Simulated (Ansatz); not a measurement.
Guessed and relaxed cells of PtS2

The cell of PtS2 is invented: random cell by space group and Wyckoff sites (Pbam, No. 55). Its size is a rough estimate.

start.cif

```cif
data_structure
_symmetry_space_group_name_H-M 'Pbam'
_symmetry_Int_Tables_number 55
_cell_length_a 4.4489
_cell_length_b 8.0911
_cell_length_c 4.1977
_cell_angle_alpha 90.000
_cell_angle_beta 90.000
_cell_angle_gamma 90.000
_cell_volume 151.10
loop_
_atom_site_label
_atom_site_type_symbol
_atom_site_symmetry_multiplicity
_atom_site_Wyckoff_symbol
_atom_site_fract_x
_atom_site_fract_y
_atom_site_fract_z
_atom_site_occupancy
Pt1 Pt 2 d 0.50000 0.00000 0.50000 1
S1 S 4 h 0.35205 0.26915 0.50000 1
```

Computed with Ansatz, DFT PBE, scalar-relativistic, plane waves, PAW. Cutoff 420 eV, Gaussian smearing, Γ-centred meshes. Cell and atoms relax first on a coarse mesh and then on a finer one. In between, the cell is made exact in the group found at 0.06 Å. In metals the finer mesh still leaves noise of several meV/atom or more. The steps can't lower the symmetry of their start. No spin polarisation in the relaxation; trial moments died out in a coarse test.

end.cif

```cif
data_structure
_symmetry_space_group_name_H-M 'Cmmm'
_symmetry_Int_Tables_number 65
_cell_length_a 5.2033
_cell_length_b 8.1707
_cell_length_c 2.6919
_cell_angle_alpha 90.000
_cell_angle_beta 90.000
_cell_angle_gamma 90.000
_cell_volume 114.44
loop_
_atom_site_label
_atom_site_type_symbol
_atom_site_symmetry_multiplicity
_atom_site_Wyckoff_symbol
_atom_site_fract_x
_atom_site_fract_y
_atom_site_fract_z
_atom_site_occupancy
Pt1 Pt 2 c 0.50000 0.00000 0.50000 1
S1 S 4 f 0.25000 0.25000 0.50000 1
```

The symmetry goes from Pbam (No. 55) to Cmmm (No. 65), and the primitive cell from 6 to 3 atoms. The volume per atom shrinks by 24.3 %, from 25.2 to 19.1 Å³. The shortest distance goes from 2.25 Å (S–S) to 2.42 Å (Pt–S). The energy falls by about 0.26 eV/atom (the start's value is from the coarse mesh). The end is written in a standard setting, so origin, axes and order of atoms can differ from the start's.

```
Volume per atom                             : 19.07 Å³
Density                                     : 7.52 g/cm³
Energy over the elements                    : +0.32 eV/atom
Gap on the 12×12×16 mesh of the 3-atom cell : 0 eV (a metal)
```

Energies over the elements count from the elements' standard structures at the same level, with no fitted energy shifts. The separate elements lie lower, so it is unstable against them.

The last run used Gaussian smearing of 0.10 eV. These runs have no spin–orbit coupling, which can matter for Pt. The reference form of S is held partly by dispersion forces, which this level lacks. Symmetry constrained the relaxation, so the result can be a saddle point. In all, the 4 runs took 3.7 min on 1 thread of Arm Neoverse V2 (shared host). Another cell of PtS2 relaxed alike, in P-3m1 (a cell as deposited in COD), lies 0.69 eV/atom lower, so this cell isn't the stable form at this level.
